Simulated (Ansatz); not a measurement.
The reference is ZnTe in the zinc blende structure (space group F-43m, No. 216; a = 6.066 Å).

Structures relaxed with PBEsol (Ansatz, an electronic-structure program; PAW; 420 eV plane waves; no spin-orbit coupling).

Base:

Simulated powder pattern, Cu Kα1, λ = 1.54056 Å (kinematic, ideal powder, no thermal factors, no anomalous dispersion; the 8 strongest lines at most, above 2 %, up to 2θ = 90°):

| 2θ (°) | I/Imax (%) | hkl |
|---|---|---|
| 25.41 | 100 | (111) |
| 29.43 | 6.7 | (200) |
| 42.10 | 72 | (220) |
| 49.82 | 47 | (311) |
| 61.06 | 12 | (400) |
| 67.22 | 19 | (331) |
| 76.94 | 23 | (422) |
| 82.58 | 14 | (511) |

One thing is altered: a negative pressure, −2 GPa.

After the change:

Simulated powder pattern, Cu Kα1, λ = 1.54056 Å (kinematic, ideal powder, no thermal factors, no anomalous dispersion; the 8 strongest lines at most, above 2 %, up to 2θ = 90°):

```json
[
 {"2θ (°)": "25.03", "I/Imax (%)": "100", "hkl": "(111)"},
 {"2θ (°)": "28.99", "I/Imax (%)": "6.7", "hkl": "(200)"},
 {"2θ (°)": "41.46", "I/Imax (%)": "72", "hkl": "(220)"},
 {"2θ (°)": "49.04", "I/Imax (%)": "47", "hkl": "(311)"},
 {"2θ (°)": "60.07", "I/Imax (%)": "12", "hkl": "(400)"},
 {"2θ (°)": "66.11", "I/Imax (%)": "19", "hkl": "(331)"},
 {"2θ (°)": "75.62", "I/Imax (%)": "23", "hkl": "(422)"},
 {"2θ (°)": "81.11", "I/Imax (%)": "14", "hkl": "(511)"}
]
```

The indices refer to the base's conventional cell; one index is shown for lines that coincide.

Load acts through the strain it causes; cell and atoms are relaxed under it. No phonon test of stability was made.
